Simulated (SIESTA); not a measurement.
RuS2 (Laurite) under changes of volume

One of the cells (14.718 Å³/atom); the others are scaled copies at fixed shape and fractional positions:

```
Ru S
1.0
     5.61060    0.00000    0.00000
     0.00000    5.61060    0.00000
     0.00000    0.00000    5.61060
Ru S
4 8
Direct
  0.00000 0.50000 0.50000
  0.50000 0.50000 0.00000
  0.50000 0.00000 0.50000
  0.00000 0.00000 0.00000
  0.38831 0.11169 0.88831
  0.11169 0.88831 0.38831
  0.88831 0.38831 0.11169
  0.61169 0.61169 0.61169
  0.61169 0.88831 0.11169
  0.88831 0.11169 0.61169
  0.11169 0.61169 0.88831
  0.38831 0.38831 0.38831
```

```yaml
Program: SIESTA 5.4.2
Functional: PBEsol
Potentials_or_basis: PseudoDojo 0.4 standard (PBEsol files)
Basis: DZP (energy shift 0.003 Ry; two zetas on semicore shells)
Grid_cutoff: 800 Ry
Energy_shift: 0.003 Ry
k_mesh: 4 × 4 × 4
Occupations: fermi-dirac, width 0.05 eV
Spin: no spin polarisation
```

| volume (Å³/atom) | energy over the lowest point (meV/atom) | pressure (GPa) | largest force (eV/Å) |
| --- | --- | --- | --- |
| 13.835 | 34.10 | 13.5 | 0.393 |
| 14.129 | 14.15 | 8.3 | 0.386 |
| 14.424 | 3.13 | 3.8 | 0.377 |
| 14.718 | 0.00 | -0.3 | 0.367 |
| 15.012 | 3.86 | -3.9 | 0.356 |
| 15.307 | ? | ? | ? |
| 15.601 | 29.63 | -9.9 | 0.336 |

**Question.** What does the run at 15.307 Å³/atom give?

**Answer.** Energy over the lowest point 13.97 meV/atom; pressure -7.1 GPa; largest force 0.346 eV/Å.

Worked out: A Birch-Murnaghan fit of order 3 (a polynomial in V^(-2/3)) to the other rows has its minimum at 14.70 Å³/atom with B0 = V·E''(V) = 192 GPa and B' = 5.0 at fixed shape and positions, which overstates the stiffness. It gives 14.01 meV/atom at 15.307 Å³/atom, against the run's 13.97, and -dE/dV = -7.1 GPa, against -7.1.

Energies are extrapolated to zero smearing.

Caveats: the basis of atomic orbitals isn't converged, which shifts pressures, moduli and gaps.
